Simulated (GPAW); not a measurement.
A run of GPAW 26.7.0 is set up as follows.

File run.py:

```python
from ase import Atoms
from ase.dft.bandgap import bandgap
from ase.io import write
from ase.units import GPa
from gpaw import GPAW, PW

atoms = Atoms(['Pt', 'S', 'S'],
              cell=[[3.5432, 0.0, 0.0],
                    [-1.7716, 3.0685012107, 0.0],
                    [0.0, 0.0, 5.0388]],
              scaled_positions=[[0.0, 0.0, 0.0],
                                [0.6666666667, 0.3333333333, 0.773],
                                [0.3333333333, 0.6666666667, 0.227]],
              pbc=True)

calc = GPAW(mode=PW(500),
            xc='MGGA_X_R2SCAN+MGGA_C_R2SCAN',
            kpts={'size': (7, 7, 4), 'gamma': True},
            occupations={'name': 'fermi-dirac', 'width': 0.05},
            nbands=26,
            maxiter=120,
            txt='gpaw.txt')
atoms.calc = calc
energy = atoms.get_potential_energy()
forces = atoms.get_forces()
stress = atoms.get_stress()
calc.write('gs.gpw')
write('result.traj', atoms)
print(f'Energy: {energy:.6f} eV')
print('Forces (eV/A):')
print(forces.round(4))
print('Stress (GPa):', (stress / GPa).round(3))
print('Fermi level:', round(calc.get_fermi_level(), 4), 'eV')
print(f'Gap: {bandgap(calc)[0]:.4f} eV, direct: {bandgap(calc, direct=True)[0]:.4f} eV')
```

Potentials or basis: GPAW PAW data sets (gpaw-data 1.2.1), pw.

Command:

```sh
$ OMP_NUM_THREADS=1 python run.py
```

Q: Estimate the largest force.

A: 1.222 eV/Å.

Q: What does it give for the band gap on the k mesh?

A: 0.98 eV, indirect (least direct gap 1.17 eV).

Q: Estimate the pressure.

A: 9.1 GPa.

Forces in eV/Å, atoms in the order of the input:
```
Pt   0.000  0.000  0.000
S    0.000  0.000 -1.222
S    0.000  0.000  1.222
```

Caveat: the cutoff is short for stress and forces, so pressures can be off by a GPa or more; the PAW data sets were made with another functional, which shifts forces and pressure a little; spin-orbit coupling is left out, which moves the levels of the heavy elements; an odd mesh through Γ misses points on the zone boundary, where band edges often lie.
